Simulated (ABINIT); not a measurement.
An input for ABINIT 10.8.3 (LiF (Griceite)):

```
acell 3*1.0 Angstrom
rprim 
  0.000000000000 2.014000000000 2.014000000000
  2.014000000000 0.000000000000 2.014000000000
  2.014000000000 2.014000000000 -0.000000000000
ntypat 2
znucl 3 9
natom 2
typat 1 2
xred 
  0.000000000000 0.000000000000 0.000000000000
  0.500000000000 0.500000000000 0.500000000000
pp_dirpath "pseudos"
pseudos "Li.upf, F.upf"
ecut 36
ngkpt 10 10 10
nshiftk 1
shiftk 0.5 0.5 0.5
chksymbreak 0
ndtset 3
nband 5
occopt 1
istwfk *1
nstep 60
tolwfr1 1e-18
iscf2 -3
rfelfd2 2
kptopt2 2
getwfk2 1
tolwfr2 1e-18
rfelfd3 3
kptopt3 2
getwfk3 1
getddk3 2
tolvrs3 1e-08
rfdir 1 1 1
nqpt2 1
nqpt3 1
qpt 0 0 0
prtwf3 0
prtden 0
optforces1 0
optstress1 0
kptopt1 1
indata_prefix "in"
outdata_prefix "out"
tmpdata_prefix "tmp"
```

```sh
OMP_NUM_THREADS=1 mpirun -n 8 abinit run.abi > log
```

Question: How long will it take on 8 MPI ranks of Arm Neoverse V1, shared host, and how much memory?

It took 45 s; on shared hardware allow 22 s to 89 s. Peak host memory was 0.66 GiB.

[Paths, hosts, dates, memory and timing lines, banners, echoed tables and standing remarks are left out of the program output.]

[Logs are printed without paths, hosts, clocks, repeated set-up lines and the standing remarks that a program may print on its own settings, such as how far it seeks lower states.]

[Runs of the session that timed out or met a known fault of the program may be left out.]

[Hosts, paths, dates, database ids (printed as entryN), source tags and the programs' standing remarks are cut or masked in the printed files.]

[G0W0 gaps are taken among the corrected bands and points alone; a level outside them can change the order at an edge.]

[Where Ansatz stands beside ABINIT at settings called matched, ABINIT's density can come from a denser mesh and the files from another edition; pairs whose starting gaps differed by over 0.03 eV were left out, so agreement reads better than it is.]
